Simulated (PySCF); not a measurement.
**Orbital energies and ionisation energy**

Compound: C₅H₁₂.
Cartesian coordinates in Å at the PBE0-D3(BJ)/def2-SVP level; atoms count from 1:
```
atom  x, y, z in Å
C1     1.7998   -0.7314   -0.7467
C2     1.0169    0.1028    0.2554
C3    -0.4383    0.3844   -0.1289
C4    -1.2625   -0.8917   -0.2644
C5    -1.0819    1.3395    0.8702
H6     1.7889   -0.2673   -1.7465
H7     1.3894   -1.7475   -0.8502
H8     2.8523   -0.8352   -0.4421
H9     1.0318   -0.3919    1.2444
H10    1.5306    1.0693    0.3988
H11   -0.4270    0.8853   -1.1162
H12   -0.8686   -1.5610   -1.0436
H13   -1.2727   -1.4529    0.6856
H14   -2.3076   -0.6629   -0.5249
H15   -2.1118    1.5962    0.5770
H16   -1.1265    0.8850    1.8742
H17   -0.5123    2.2781    0.9560
```

Level: B3LYP/def2-SVPD (PySCF). Frontier orbitals with their largest atomic shares (Löwdin; up to four atoms above 4 %):

```
orbital  ε (eV)                            main atoms
 HOMO−3   -9.50     C1 17 %, C5 14 %, C2 12 %, H6 9 %
 HOMO−2   -8.88    C5 22 %, C3 21 %, C1 12 %, C2 10 %
 HOMO−1   -8.76   C2 19 %, C3 18 %, C4 16 %, H10 11 %
   HOMO   -8.61                                     ?
   LUMO    0.49     C1 12 %, C4 12 %, C5 11 %, C2 9 %
 LUMO+1    1.04      C1 18 %, C5 16 %, H6 9 %, H8 9 %
 LUMO+2    1.31  C4 16 %, H10 12 %, H14 10 %, C2 10 %
```

Question: What vertical ionisation energy does ΔSCF give, and how far is −ε(HOMO) from it?

Answer: ΔSCF: 10.78 eV (1040 kJ/mol; threshold wavelength 115 nm); ⟨S²⟩ of the doublet left behind is 0.752, against 0.75 for a pure doublet. −ε(HOMO) is 8.61 eV, 2.17 eV below it. In exact Kohn–Sham theory the two would be equal; B3LYP (global hybrid, 20 % exact exchange) falls short of its own ΔSCF value by 20 %.

Question: On which atoms does the HOMO lie?

Answer: C3 (sp3 CH carbon) 24 %, C2 (chain CH2 carbon) 21 %, H11 (methine hydrogen) 9 %, C5 (methyl carbon) 7 %, so no atom holds as much as 40 %. The HOMO−1 lies 0.15 eV lower.

Question: With α = 64.8 au, estimate the like-pair dispersion coefficient by London's formula C6 = (3/4)α²I.

Answer: I = 0.3963 Eh, so C6 ≈ 1250 au, a rough estimate.

Question: What kinetic energy would electrons from this vertical process carry with 118.2 nm light (10.49 eV)?

Answer: The photon is 0.29 eV short of the vertical value.

Question: Shift the occupied levels rigidly so that −ε(HOMO) equals the ΔSCF value. What binding energies result?

Answer: The shift is +2.17 eV: HOMO 10.78, HOMO−1 10.93, HOMO−2 11.05, HOMO−3 11.67 eV. A rigid shift is only a rough guide to the deeper ionisations.

Question: How many of the 10 lowest singlet excitations (vertical TDDFT, same level) lie below the ionisation energy?

Answer: All 10; they run from 8.22 to 9.20 eV.

Isolated species at its PBE0-D3(BJ)/def2-SVP geometry (one conformer only).

These values come from a run that also computed excited states and ΔSCF ions. On one thread of an Arm Neoverse V1 (shared host), this took 2.6 min.
